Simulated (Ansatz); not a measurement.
Task: an optical spectrum of AgCl, space group Fm-3m, with Ansatz's Python interface. Give the script and its output. Settings: PBEsol, PAW, the default cutoff (420 eV here), 6×6×6 k-points, fixed occupations.

```yaml
crystal:
  lattice:
    - [0.00000, 2.73500, 2.73500]
    - [2.73500, 0.00000, 2.73500]
    - [2.73500, 2.73500, 0.00000]
  atoms:
    - { symbol: Ag, position: [0.00000, 0.00000, 0.00000] }
    - { symbol: Cl, position: [0.50000, 0.50000, 0.50000] }
```

Script `agcl.py`:
```python
"""Dielectric function of AgCl against photon energy."""

import ansatz
import numpy as np

vectors = np.array([
    [0.0, 2.735, 2.735],
    [2.735, 0.0, 2.735],
    [2.735, 2.735, 0.0],
])
structure = (
    ansatz.Lattice.of(vectors)
    .atom("Ag", [0.0, 0.0, 0.0])
    .atom("Cl", [0.5, 0.5, 0.5])
)

setup = (
    structure.calculation()
    .functional("pbesol")
    .pseudopotentials("paw")
    .kpoints(6)
    .occupations("fixed")
    .optics(energy_step=0.05, nscf_kmesh=(8, 8, 8))
)
outcome = setup.run()
spectra = outcome.optics()
energy, filling = np.asarray(spectra.photon_energy_ev), spectra.band_filling
gapped = filling.kind == "insulating"
eps1 = np.asarray(filling.eps1 if gapped else filling.eps1_interband)[:3].mean(axis=0)
eps2 = np.asarray(filling.eps2 if gapped else filling.eps2_interband)[:3].mean(axis=0)
print("filling:", filling.kind, "- valid up to", round(spectra.valid_up_to_ev, 2), "eV,", spectra.n_bands, "bands")
top = min(12, spectra.valid_up_to_ev)
# mean of xx, yy and zz; between bands only where the bands are partly filled
print("E (eV)    eps1      eps2")
for e in np.arange(0.5, top + 0.01, 0.5):
    print(f"{e:5.1f} {np.interp(e, energy, eps1):9.3f} {np.interp(e, energy, eps2):9.3f}")
if gapped:
    print("eps_inf, bands beyond those summed included:", np.round(filling.eps_inf[:3], 3))
print("f-sum electrons:", np.round(filling.get("f_sum_n_eff"), 3))
```

`python agcl.py` gives:
```text
DeckWarning: basis.ecutwfc = 420 eV, auto-derived from the records' recommended cutoffs: set by Ag (normal level)
filling: insulating - valid up to 7.07 eV, 17 bands
E (eV)    eps1      eps2
  0.5     5.147     0.000
  1.0     5.264     0.000
  1.5     5.483     0.000
  2.0     5.863     0.000
  2.5     6.581     0.000
  3.0     8.914     1.313
  3.5     7.752     3.084
  4.0     7.657     5.152
  4.5     8.074     7.549
  5.0     2.470     7.828
  5.5     0.814     3.077
  6.0     2.610     4.558
  6.5     1.144     4.090
  7.0     1.710     3.105
eps_inf, bands beyond those summed included: [5.783 5.783 5.783]
f-sum electrons: [6.362 6.362 6.362]
```
(Warnings from the package without file and line.)

What to keep in mind:
- Of the deposited cell: the entry's cell lengths or inner coordinates differ somewhat from later room-temperature determinations.
- The structure is a deposited one; some such entries were measured under pressure or heat, so a shift against it needn't be the functional's error alone.
- Independent-particle spectra on Kohn-Sham bands hold no excitons, and semilocal gaps are too small.
- It ran for 9.2 s on 1 thread of Arm Neoverse V1 (shared host), peak memory 0.63 GiB.
